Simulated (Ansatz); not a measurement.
**ZrS: convergence and cost**

The task, for ZrS: relax the cell with several choices of k mesh.

The COD entry's cell or inner coordinates are ideal or old and differ from later refinements, so a difference from it is no clean test against experiment.

Program: Ansatz 0.2.0. Level of theory: DFT PBEsol, scalar-relativistic, plane waves, PAW. These are calculated values, not measurements.

1 further run of the same task is left out (set aside as unsound or not needed).

### Step 1. The starting structure

Symmetry: Fm-3m, No. 225, cubic system. The conventional cell has a = 5.250 Å, b = 5.250 Å, c = 5.250 Å, α = 90.00°, β = 90.00°, γ = 90.00°. Zr (site symmetry m-3m) has 6 S at 2.62 Å as nearest neighbours. S (site symmetry m-3m) is surrounded by 6 Zr at 2.62 Å.

As a file:

```
Zr S
1.0
     0.00000    2.62500    2.62500
     2.62500    0.00000    2.62500
     2.62500    2.62500    0.00000
Zr S
1 1
Direct
  0.00000 0.00000 0.00000
  0.50000 0.50000 0.50000
```

The structure comes from the Crystallography Open Database; it is used as listed.

### Step 2. The base run, which the others are set against

File input.yaml:

```yaml
crystal:
  lattice:
    - [0.0, 2.625, 2.625]
    - [2.625, 0.0, 2.625]
    - [2.625, 2.625, 0.0]
  atoms:
    - { symbol: Zr, position: [0.0, 0.0, 0.0] }
    - { symbol: S, position: [0.5, 0.5, 0.5] }
basis:
  ecutwfc: 420
kpoints:
  mp_grid: { grid: [14, 14, 14] }
hamiltonian:
  xc: pbesol
scf:
  occupations: { method: gaussian, width: 0.1 }
output:
  forces: true
  stress: true
  eigenvalues: true
  populations: true
```

Its results, from an earlier run: -2508.2828 eV/atom at zero smearing, pressure -6.43 GPa, largest force 0.000 eV/Å, no gap on the mesh, in 6 SCF cycles and 2.5 s.

### Step 3. Relaxation, k mesh: 1×1×1

File input.yaml:

```yaml
crystal:
  lattice:
    - [0.0, 2.625, 2.625]
    - [2.625, 0.0, 2.625]
    - [2.625, 2.625, 0.0]
  atoms:
    - { symbol: Zr, position: [0.0, 0.0, 0.0] }
    - { symbol: S, position: [0.5, 0.5, 0.5] }
basis:
  ecutwfc: 420
kpoints:
  mp_grid: { grid: [1, 1, 1] }
hamiltonian:
  xc: pbesol
scf:
  occupations: { method: gaussian, width: 0.1 }
output:
  forces: true
  stress: true
  eigenvalues: true
relax:
  adjacent_minimum: "off"
  f_tol: 0.01
  max_steps: 60
  cell: { stress_tol: 0.05 }
```

Run with:

```bash
$ ansatz run input.yaml --threads 1 --pin off --max-ram 2560MiB --backend cpu --events-out ev --progress --plain --runs-dir out
```

### Step 4. Relaxing with k mesh 2×2×2

input.yaml, as its differences from that of step 3:

```diff
@@ -11,3 +11,3 @@
 kpoints:
-  mp_grid: { grid: [1, 1, 1] }
+  mp_grid: { grid: [2, 2, 2] }
 hamiltonian:
```

### Step 5. Relaxation, k mesh: 4×4×4

input.yaml, as its differences from that of step 4:

```diff
@@ -11,3 +11,3 @@
 kpoints:
-  mp_grid: { grid: [2, 2, 2] }
+  mp_grid: { grid: [4, 4, 4] }
 hamiltonian:
```

### Step 6. Relaxing with k mesh 6×6×6

input.yaml, as its differences from that of step 5:

```diff
@@ -11,3 +11,3 @@
 kpoints:
-  mp_grid: { grid: [4, 4, 4] }
+  mp_grid: { grid: [6, 6, 6] }
 hamiltonian:
```

### Step 7. Relaxing with k mesh 8×8×8

input.yaml, as its differences from that of step 6:

```diff
@@ -11,3 +11,3 @@
 kpoints:
-  mp_grid: { grid: [6, 6, 6] }
+  mp_grid: { grid: [8, 8, 8] }
 hamiltonian:
```

(Steps that only read results are left out.)

What results come out of these runs, taken together? Wanted: relaxed volume by k mesh.

The runs gave:

| quantity | value |
| --- | --- |
| relaxed volume by k mesh (Å³/atom) | 1×1×1: 29.29; 2×2×2: 17.20; 4×4×4: 17.17; 6×6×6: 17.27; 8×8×8: 17.22; 14×14×14: 17.23 |

The relaxed volumes span 70.5 %. From 2×2×2 on the volume holds to 0.5 %, at 0.17 of the time of the best run.
